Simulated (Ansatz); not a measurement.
## TiO2: how the plane-wave cutoff moves the results

All numbers below come from DFT PBE, scalar-relativistic, plane waves, PAW in Ansatz 0.2.0.

```
CELL_PARAMETERS angstrom
2.70603 -2.70666 0.00000
2.70603 2.70666 0.00000
-2.63353 0.00000 4.79664
ATOMIC_POSITIONS crystal
Ti 0.13411 0.86589 0.25000
Ti 0.86589 0.13411 0.75000
O 0.33122 0.08876 0.66715
O 0.66878 0.91124 0.33285
O 0.91124 0.66878 0.83285
O 0.08876 0.33122 0.16715
```

- Γ-centred k-mesh: 8×8×6
- occupation rule: Gaussian smearing, 0.02 eV
- spin treatment: unpolarised
- valence charge of the PAW sets: Ti 12, O 6

The atoms stay fixed while the plane-wave cutoff is varied. ΔE is the energy extrapolated to zero smearing, less that of the reference run (850 eV). The cell isn't necessarily relaxed at this level. Pressure is positive in compression and holds a correction for the finite cutoff (Pulay stress).

Times are rough; the reference took 13 s on 1 thread of Intel(R) Xeon(R) 6975P-C (Granite Rapids) (shared host), peak memory 0.8 GiB.

Q: Tried: 150, 200, 250, 300, 350, 380, 420, 460, 520, 600, 700, 850 eV. From which plane-wave cutoff on does the energy per atom stay within 100, 10 and 1 meV of the reference?

A: 350 for 100 meV, 420 for 10 meV, 520 for 1 meV. The reference itself isn't shown to be converged. At 420 eV, where the energy is within 10 meV, force components already agree to within 0.001 eV/Å, where the largest force is 0.128 eV/Å.

```csv
cutoff (eV),ΔE (meV/atom),P (GPa),largest change of a force component (eV/Å),gap on mesh (eV),plane waves at Γ,wall time (s)
150,21227,61.81,2.359,0.497,309,2.1
200,5711,3.88,0.535,2.323,447,2.6
250,1526,-9.99,0.082,2.158,601,3.2
300,365,-2.73,0.067,2.046,841,3.6
350,67.5,-1.69,0.008,2.069,1053,4.1
380,22.1,-1.70,0.003,2.076,1191,4.4
420,4.90,-1.66,0.001,2.074,1363,7.2
460,1.60,-1.64,0.001,2.074,1589,5.8
520,0.97,-1.64,0.000,2.074,1899,6.8
600,0.50,-1.65,0.000,2.074,2349,8.3
700,0.24,-1.65,0.000,2.074,2965,11
850,0.00,-1.65,0.000,2.074,3947,13
```